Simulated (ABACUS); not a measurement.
# MgS (F-43m) in ABACUS: equation of state

Aim: energy against volume of MgS in PBE, for its equilibrium volume and stiffness.

Program: ABACUS 3.10.1. These are calculated values, not measurements. Logs are shortened: lines on timing, memory, paths and dates and some standing lists are left out, and cuts for length are marked.

## Step 1: The crystal as given

The structure is cubic, space group F-43m (No. 216). The conventional cell has a = 5.666 Å, b = 5.666 Å, c = 5.666 Å, α = 90.00°, β = 90.00°, γ = 90.00°. Around S (site symmetry -43m) lie 4 Mg at 2.45 Å. Mg (site symmetry -43m) has 4 S at 2.45 Å as nearest neighbours.

The cell comes from a database or a generator and needn't be the stable form of this composition.

## Step 2: Equation of state, PBE, 21.38 Å³/atom (volume scaled by 0.94)

INPUT

```
INPUT_PARAMETERS
suffix              MgS
calculation         scf
basis_type          pw
pseudo_dir          ./
symmetry            1
dft_functional      pbe
ecutwfc             84
pseudo_rcut         10
nspin               1
nbands              12
ks_solver           dav
smearing_method     fd
smearing_sigma      0.00367493
scf_thr             1e-08
scf_nmax            100
mixing_type         broyden
mixing_beta         0.7
cal_force           1
cal_stress          1
kpar                4
```

STRU

```
ATOMIC_SPECIES
S 32.0600 S.upf
Mg 24.3050 Mg.upf

LATTICE_CONSTANT
1.8897261246

LATTICE_VECTORS
0.0000000000 2.7752850422 2.7752850422
2.7752850422 0.0000000000 2.7752850422
2.7752850422 2.7752850422 0.0000000000

ATOMIC_POSITIONS
Direct

S
0.0
1
0.2500000000 0.2500000000 0.2500000000 1 1 1

Mg
0.0
1
0.0000000000 0.0000000000 0.0000000000 1 1 1
```

KPT

```
K_POINTS
0
Gamma
8 8 8 0 0 0
```

Potentials or basis: PseudoDojo NC SR 0.4.1 PBE standard, plane waves.

On the command line:

```console
$ OMP_NUM_THREADS=1 mpirun -np 4 abacus > log
```

running log:

```text
ABACUS v3.10.1

               Atomic-orbital Based Ab-initio Computation at UStc

 ------------------------------------------------------------------------------------

 READING GENERAL INFORMATION
                           global_out_dir = OUT.MgS/
                           global_in_card = INPUT
                               pseudo_dir = ./
                              orbital_dir =
                                    DSIZE = 4
                                    GSIZE = 1

 READING UNITCELL INFORMATION
                                    ntype = 2
                  lattice constant (Bohr) = 1.88973
              lattice constant (Angstrom) = 1

 READING ATOM TYPE 1
                               atom label = S
                      L=0, number of zeta = 1
                      L=1, number of zeta = 1
                      L=2, number of zeta = 1
             number of atom for this type = 1

 READING ATOM TYPE 2
                               atom label = Mg
                      L=0, number of zeta = 1
                      L=1, number of zeta = 1
                      L=2, number of zeta = 1
             number of atom for this type = 1

                        TOTAL ATOM NUMBER = 2
DIRECT COORDINATES
    atom                   x                   y                   z     mag                  vx                  vy                  vz
taud_S1            0.2500000000        0.2500000000        0.2500000000  0.0000        0.0000000000        0.0000000000        0.0000000000
taud_Mg1            0.0000000000        0.0000000000        0.0000000000  0.0000        0.0000000000        0.0000000000        0.0000000000

                          Volume (Bohr^3) = 288.502
                             Volume (A^3) = 42.7516

 Lattice vectors: (Cartesian coordinate: in unit of a_0)
                   +0            +2.77529            +2.77529
             +2.77529                  +0            +2.77529
             +2.77529            +2.77529                  +0
 Reciprocal vectors: (Cartesian coordinate: in unit of 2 pi/a_0)
            -0.180162           +0.180162           +0.180162
            +0.180162           -0.180162           +0.180162
            +0.180162           +0.180162           -0.180162
 The esolver type has been set to : ksdft_pw

                PAO radial cut off (Bohr) = 10

 Read in pseudopotential file is S.upf
                     pseudopotential type = NC
          exchange-correlation functional = PBE
                 nonlocal core correction = 1
                        valence electrons = 6
                                     lmax = 2
                           number of zeta = 2
                     number of projectors = 6
                           L of projector = 0
[... 5 lines left out ...]
                PAO radial cut off (Bohr) = 10

 Read in pseudopotential file is Mg.upf
                     pseudopotential type = NC
          exchange-correlation functional = PBE
                 nonlocal core correction = 0
                        valence electrons = 10
                                     lmax = 1
                           number of zeta = 3
                     number of projectors = 4
                           L of projector = 0
                           L of projector = 0
                           L of projector = 1
                           L of projector = 1
     initial pseudo atomic orbital number = 9

 SETUP THE ELECTRONS NUMBER
             electron number of element S = 6
       total electron number of element S = 6
            electron number of element Mg = 10
      total electron number of element Mg = 10
            AUTOSET number of electrons:  = 16
                           occupied bands = 8
                                   NBANDS = 12
                                   NLOCAL = 18

%%%%%%%%%%%%%%%%%%%%%%%%%%%%%%%%%%%%%%%%%%%%%%%%%%%%%%%%%%%%%%%%%%%%%%%%%%%%%%%%%%%%%%%%%%%%%%%%%%%%%%%%%%
 Warning: the number of valence electrons in pseudopotential > 2 for Mg: [Ne] 3s2
 Pseudopotentials with additional electrons can yield (more) accurate outcomes, but may be less efficient.
 If you're confident that your chosen pseudopotential is appropriate, you can safely ignore this warning.
%%%%%%%%%%%%%%%%%%%%%%%%%%%%%%%%%%%%%%%%%%%%%%%%%%%%%%%%%%%%%%%%%%%%%%%%%%%%%%%%%%%%%%%%%%%%%%%%%%%%%%%%%%

 SETUP THE PLANE WAVE BASIS
 energy cutoff for charge/potential (unit:Ry) = 336
            fft grid for charge/potential = [ 45, 45, 45 ]
                        fft grid division = [ 1, 1, 1 ]
        big fft grid for charge/potential = [ 45, 45, 45 ]
                                     nbxx = 91125
[... 70 lines left out ...]
                                   nkstot = 512
                       right hand lattice = 1
(for reciprocal lattice: )
                             BRAVAIS TYPE = 2
                     BRAVAIS LATTICE NAME = 02. Cubic I (body-centered)
                                    ibrav = 2
                       right hand lattice = 1
(for k-lattice: )
                             BRAVAIS TYPE = 2
                     BRAVAIS LATTICE NAME = 02. Cubic I (body-centered)
                                    ibrav = 2
                       right hand lattice = 1
                        ROTATION MATRICES = 48
                               nkstot_ibz = 29
K-POINTS REDUCTION ACCORDING TO SYMMETRY
     IBZ    DIRECT_X    DIRECT_Y    DIRECT_Z  WEIGHT  ibz2bz
       1  0.00000000  0.00000000  0.00000000  0.0020       0
       2  0.12500000  0.12500000  0.12500000  0.0156       1
       3  0.25000000  0.25000000  0.25000000  0.0156       2
       4  0.37500000  0.37500000  0.37500000  0.0156       3
       5  0.50000000  0.50000000  0.50000000  0.0078       4
       6  0.12500000  0.12500000  0.00000000  0.0117       9
[... 21 lines left out ...]
      28 -0.12500000  0.50000000  0.37500000  0.0234     101
      29  0.50000000  0.25000000 -0.25000000  0.0117     166

                               nkstot now = 29
[... K-POINTS DIRECT COORDINATES: 29 rows ...]

           k-point number in this process = 8
       minimum distributed K point number = 7
[... stars of the k points ...]

[... K-POINTS CARTESIAN COORDINATES: 8 rows ...]

[... K-POINTS DIRECT COORDINATES: 8 rows ...]

 SETUP PLANE WAVES FOR WAVE FUNCTIONS
     energy cutoff for wavefunc (unit:Ry) = 84
              fft grid for wave functions = [ 45, 45, 45 ]
                    number of plane waves = 4477
                         number of sticks = 361

 PARALLEL PW FOR WAVE FUNCTIONS
     PROC   COLUMNS(POT)             PW
        1            361           4477
 --------------- sum -------------------
        1            361           4477

 SETUP NONLOCAL PSEUDOPOTENTIALS IN PLANE WAVE BASIS
 S non-local projectors:
 projector 1 L=0
 projector 2 L=0
 projector 3 L=1
 projector 4 L=1
 projector 5 L=2
 projector 6 L=2
 Mg non-local projectors:
 projector 1 L=0
 projector 2 L=0
 projector 3 L=1
 projector 4 L=1
      TOTAL NUMBER OF NONLOCAL PROJECTORS = 26

 Init Non-Local PseudoPotential table :
 Init Non-Local-Pseudopotential done.

                                     npwx = 3758

 Make real space PAO into reciprocal space.
       max mesh points in Pseudopotential = 1001
     dq(describe PAO in reciprocal space) = 0.01
                                    max q = 1104

 number of pseudo atomic orbitals for S is 2
WARNING: norm of atomic wavefunction # 2 of atomic type S is 0.999996, renormalized

 number of pseudo atomic orbitals for Mg is 3
WARNING: norm of atomic wavefunction # 3 of atomic type Mg is 0.9998, renormalized

 -------------------------------------------
 SELF-CONSISTENT
 -------------------------------------------
                                 init_chg = atomic

 PW ALGORITHM --------------- ION=   1  ELEC=   1--------------------------------
 Notice: Threshold on eigenvalues was too large.
 hsover_error=0.16 > DRHO=0.122703
 Origin diag ethr = 0.01
 New diag ethr = 0.000766895

 Density error is 0.123808807616
                          Error Threshold = 0.000766895420014
----------------------------------------------------------
     Energy           Rydberg                 eV
----------------------------------------------------------
 E_KohnSham     -141.0429152769      -1918.9873102968
 E_Harris       -141.2142972733      -1921.3190819834
 E_Fermi        0.3950983166         5.3755883762
----------------------------------------------------------
[... 51 lines left out ...]
 Density error is 8.78952177708e-09
                          Error Threshold = 4.83590789383e-09
----------------------------------------------------------
     Energy           Rydberg                 eV
----------------------------------------------------------
 E_KohnSham     -141.0710237715      -1919.3697459856
 E_KS(sigma->0) -141.0710237715      -1919.3697459856
 E_Harris       -141.0706706734      -1919.3649418391
 E_band         -26.6042994680       -361.9700640627
 E_one_elec     -100.4423884456      -1366.5888035899
 E_Hartree      50.3482547829        685.0231494027
 E_xc           -22.3555127775       -304.1623554859
 E_Ewald        -68.6213773312       -933.6417363125
 E_entropy(-TS) -0.0000000000        -0.0000000000
 E_descf        0.0000000000         0.0000000000
 E_exx          0.0000000000         0.0000000000
 E_Fermi        0.4186988785         5.6966904942
----------------------------------------------------------

 charge density convergence is achieved
 final etot is -1919.369746 eV
 EFERMI = 5.6966904942 eV

 STATE ENERGY(eV) AND OCCUPATIONS    NSPIN == 1
 1/8 kpoint (Cartesian) = 0.0000 0.0000 0.0000 (3719 pws)
       1       -70.0250     0.00390625
       2       -36.8067     0.00390625
       3       -36.8067     0.00390625
       4       -36.8067     0.00390625
       5       -7.85156     0.00390625
       6        3.62504     0.00390625
       7        3.62504     0.00390625
       8        3.62504     0.00390625
       9        7.37894    9.54739e-18
      10        11.7009    2.75333e-55
      11        11.7009    2.75333e-55
      12        11.7009    2.75333e-55
[... 57 lines left out ...]
 6/8 kpoint (Cartesian) = 0.0000 0.0000 0.045040 (3747 pws)
       1       -70.0250      0.0234375
       2       -36.8072      0.0234375
       3       -36.8069      0.0234375
       4       -36.8069      0.0234375
       5       -7.72034      0.0234375
       6        2.92194      0.0234375
       7        3.43078      0.0234375
       8        3.43078      0.0234375
       9        8.27590    9.27172e-25
      10        11.1628    7.79886e-50
      11        12.1518    2.00081e-58
      12        12.1518    2.00081e-58

[... levels at 2 further k points ...]

------------------------------------------------------------------------------------------
 TOTAL-FORCE (eV/Angstrom)
------------------------------------------------------------------------------------------
                        S1         0.0000000000         0.0000000000         0.0000000000
                       Mg1         0.0000000000         0.0000000000         0.0000000000
------------------------------------------------------------------------------------------

----------------------------------------------------------------
 TOTAL-STRESS (KBAR)
----------------------------------------------------------------
        51.1518047891         0.0000000000        -0.0000000000
         0.0000000000        51.1518047891        -0.0000000000
         0.0000000000        -0.0000000000        51.1518047891
----------------------------------------------------------------
 TOTAL-PRESSURE: 51.151805 KBAR

 --------------------------------------------
 !FINAL_ETOT_IS -1919.3697459855529814 eV
 --------------------------------------------
```

It took 4.1 s on 4 MPI ranks of Intel Xeon 6975P-C (Granite Rapids), shared host; peak memory 0.36 GiB.

What came out:

| Property | Result |
| --- | --- |
| Free energy | -1919.3697 eV |
| Pressure | 5.1 GPa |
| Band gap on the k mesh | 3.75 eV, direct |

## Step 3: Equation of state, PBE, 21.83 Å³/atom (volume scaled by 0.96)

INPUT is that of step 2.

STRU: that of step 2 with these lines changed.

```diff
@@ -8,5 +8,5 @@
 LATTICE_VECTORS
-0.0000000000 2.7752850422 2.7752850422
-2.7752850422 0.0000000000 2.7752850422
-2.7752850422 2.7752850422 0.0000000000
+0.0000000000 2.7948299470 2.7948299470
+2.7948299470 0.0000000000 2.7948299470
+2.7948299470 2.7948299470 0.0000000000
```

KPT is that of step 2.

Potentials or basis: PseudoDojo NC SR 0.4.1 PBE standard, plane waves.

On the command line:

```console
$ OMP_NUM_THREADS=1 mpirun -np 4 abacus > log
```

It took 4 s on 4 MPI ranks of Intel Xeon 6975P-C (Granite Rapids), shared host; peak memory 0.36 GiB.

Results (log left out):

```yaml
Free_energy: -1919.3945 eV
Pressure: 3.6 GPa
Band_gap_on_the_k_mesh: 3.65 eV, direct
```

## Step 4: Equation of state, PBE, 22.29 Å³/atom (volume scaled by 0.98)

INPUT is that of step 3.

STRU: that of step 3 with these lines changed.

```diff
@@ -8,5 +8,5 @@
 LATTICE_VECTORS
-0.0000000000 2.7948299470 2.7948299470
-2.7948299470 0.0000000000 2.7948299470
-2.7948299470 2.7948299470 0.0000000000
+0.0000000000 2.8141052454 2.8141052454
+2.8141052454 0.0000000000 2.8141052454
+2.8141052454 2.8141052454 0.0000000000
```

KPT is that of step 3.

On the command line:

```console
$ OMP_NUM_THREADS=1 mpirun -np 4 abacus > log
```

It took 4.7 s on 4 MPI ranks of Intel Xeon 6975P-C (Granite Rapids), shared host; peak memory 0.36 GiB.

It converged, with:

```
Free energy            : -1919.4110 eV
Pressure               : 2.2 GPa
Band gap on the k mesh : 3.54 eV, direct
```

## Step 5: Equation of state, PBE, 22.74 Å³/atom

INPUT is that of step 4.

STRU: that of step 4 with these lines changed.

```diff
@@ -8,5 +8,5 @@
 LATTICE_VECTORS
-0.0000000000 2.8141052454 2.8141052454
-2.8141052454 0.0000000000 2.8141052454
-2.8141052454 2.8141052454 0.0000000000
+0.0000000000 2.8331200468 2.8331200468
+2.8331200468 0.0000000000 2.8331200468
+2.8331200468 2.8331200468 0.0000000000
```

KPT is that of step 4.

On the command line:

```console
$ OMP_NUM_THREADS=1 mpirun -np 4 abacus > log
```

It took 4.7 s on 4 MPI ranks of Intel Xeon 6975P-C (Granite Rapids), shared host; peak memory 0.36 GiB.

Results (log left out):

* Free energy: -1919.4201 eV
* Pressure: 1.0 GPa
* Band gap on the k mesh: 3.44 eV, direct

## Step 6: Equation of state, PBE, 23.20 Å³/atom (volume scaled by 1.02)

INPUT is that of step 5.

STRU: that of step 5 with these lines changed.

```diff
@@ -8,5 +8,5 @@
 LATTICE_VECTORS
-0.0000000000 2.8331200468 2.8331200468
-2.8331200468 0.0000000000 2.8331200468
-2.8331200468 2.8331200468 0.0000000000
+0.0000000000 2.8518829780 2.8518829780
+2.8518829780 0.0000000000 2.8518829780
+2.8518829780 2.8518829780 0.0000000000
```

KPT is that of step 5.

Potentials or basis: PseudoDojo NC SR 0.4.1 PBE standard, plane waves.

On the command line:

```console
$ OMP_NUM_THREADS=1 mpirun -np 4 abacus > log
```

Wall time 4.6 s (4 MPI ranks of Intel Xeon 6975P-C (Granite Rapids), shared host); peak memory 0.36 GiB.

Results (log left out):

```yaml
Free_energy: -1919.4225 eV
Pressure: -0.2 GPa
Band_gap_on_the_k_mesh: 3.34 eV, direct
```

## Step 7: Equation of state, PBE, 23.65 Å³/atom (volume scaled by 1.04)

INPUT is that of step 6.

STRU: that of step 6 with these lines changed.

```diff
@@ -8,5 +8,5 @@
 LATTICE_VECTORS
-0.0000000000 2.8518829780 2.8518829780
-2.8518829780 0.0000000000 2.8518829780
-2.8518829780 2.8518829780 0.0000000000
+0.0000000000 2.8704022176 2.8704022176
+2.8704022176 0.0000000000 2.8704022176
+2.8704022176 2.8704022176 0.0000000000
```

KPT is that of step 6.

On the command line:

```console
$ OMP_NUM_THREADS=1 mpirun -np 4 abacus > log
```

It took 4.8 s on 4 MPI ranks of Intel Xeon 6975P-C (Granite Rapids), shared host; peak memory 0.36 GiB.

It converged, with:

| Item | Value |
| --- | --- |
| Free energy | -1919.4188 eV |
| Pressure | -1.2 GPa |
| Band gap on the k mesh | 3.25 eV, direct |

## Step 8: Equation of state, PBE, 24.10 Å³/atom (volume scaled by 1.06)

INPUT is that of step 7.

STRU: that of step 7 with these lines changed.

```diff
@@ -8,5 +8,5 @@
 LATTICE_VECTORS
-0.0000000000 2.8704022176 2.8704022176
-2.8704022176 0.0000000000 2.8704022176
-2.8704022176 2.8704022176 0.0000000000
+0.0000000000 2.8886855272 2.8886855272
+2.8886855272 0.0000000000 2.8886855272
+2.8886855272 2.8886855272 0.0000000000
```

KPT is that of step 7.

On the command line:

```console
$ OMP_NUM_THREADS=1 mpirun -np 4 abacus > log
```

It took 4.8 s on 4 MPI ranks of Intel Xeon 6975P-C (Granite Rapids), shared host; peak memory 0.36 GiB.

The run converged. Its results:

| Property | Result |
| --- | --- |
| Free energy | -1919.4096 eV |
| Pressure | -2.1 GPa |
| Band gap on the k mesh | 3.16 eV, direct |

## Step 9: Equation of state, PBE

Potentials or basis: PseudoDojo NC SR 0.4.1 PBE standard, plane waves.

This step only gathers the single runs of the series.

What came out:

| Quantity | Value |
| --- | --- |
| Equilibrium volume | 23.14 Å³/atom |
| Bulk modulus | 55 GPa |
| Pressure derivative of the bulk modulus | 4.1 |

Energy against volume, from the lowest point:
| volume (Å³/atom) | energy (meV/atom) |
| --- | --- |
| 21.376 | 26.37 |
| 21.831 | 14.00 |
| 22.285 | 5.74 |
| 22.740 | 1.19 |
| 23.195 | 0.00 |
| 23.650 | 1.85 |
| 24.105 | 6.45 |
